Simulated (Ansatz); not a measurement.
Method: DFT PBE, scalar-relativistic, plane waves, PAW in Ansatz 0.2.0. Settings: cutoff 420 eV, Γ-centred meshes spaced at most about 0.3 Å⁻¹, and about 0.25 Å⁻¹ or finer for metals (2π included), Gaussian smearing. No spin polarisation.

Each guess is relaxed in cell and atoms at zero pressure, on a coarse mesh first where it starts far from rest and then on a converged one. The steps can't lower the symmetry of the start, but it can rise. Energies are static (0 K, no zero-point motion).

Two unrelaxed guesses for Ti3Se:

A. (collinear spin from parallel moments)

Space group Fm-3m (No. 225). a = 7.236 Å, b = 7.236 Å, c = 7.236 Å, α = 90.00°, β = 90.00°, γ = 90.00°
```csv
atom,site,symmetry,x,y,z
Ti,8c,-43m,0.2500,0.7500,0.7500
Ti,4b,m-3m,0.5000,0.0000,0.0000
Se,4a,m-3m,0.0000,0.0000,0.0000
```

B. (collinear spin from parallel moments)

Space group P4mm (No. 99). a = 3.207 Å, b = 3.207 Å, c = 6.622 Å, α = 90.00°, β = 90.00°, γ = 90.00°
| atom | site | symmetry | x | y | z |
| --- | --- | --- | --- | --- | --- |
| Ti | 1b | 4mm | 0.5000 | 0.5000 | 0.3945 |
| Ti | 1b | 4mm | 0.5000 | 0.5000 | 0.8403 |
| Ti | 1a | 4mm | 0.0000 | 0.0000 | 0.3206 |
| Se | 1a | 4mm | 0.0000 | 0.0000 | 0.7612 |

Question: Which guess leads to the lower structure, and by how much?

Answer: B ends lower, by 0.41 eV/atom. A: Fm-3m at 23.7 Å³/atom → Fm-3m (BiF3 (D0_3) type) at 16.0 Å³/atom; B: P4mm at 17.0 Å³/atom → P4/mmm at 16.3 Å³/atom. Counting Ti atoms around Se (those within 1.25 times the shortest such distance or 1.15 times the sum of covalent radii; a plus sign parts nearer from farther groups), the end of A has Se 8+6 and the end of B has Se 10. End of A. Conventional cell: a = 6.348 Å. Around Ti on a site of symmetry -43m lie 4 Se at 2.75 Å, 4 Ti at 2.75 Å and 6 Ti at 3.17 Å; Ti on a site of symmetry m-3m is surrounded by 8 Ti at 2.75 Å and 6 Se at 3.17 Å; around Se lie 8 Ti at 2.75 Å and 6 Ti at 3.17 Å. End of B. Conventional cell: a = 3.357 Å, c = 5.801 Å. Around Ti on a site of symmetry 4mm lie 4 Se at 2.75 Å, 5 Ti at 2.78–2.81 Å, 1 Ti at 3.02 Å and 4 Ti at 3.36 Å; Ti on a site of symmetry 4/mmm is surrounded by 8 Ti at 2.81 Å, 2 Se at 2.90 Å and 4 Ti at 3.36 Å; Se has 10 Ti at 2.75–2.90 Å and 4 Se at 3.36 Å.

Ends held by symmetry can be saddle points.
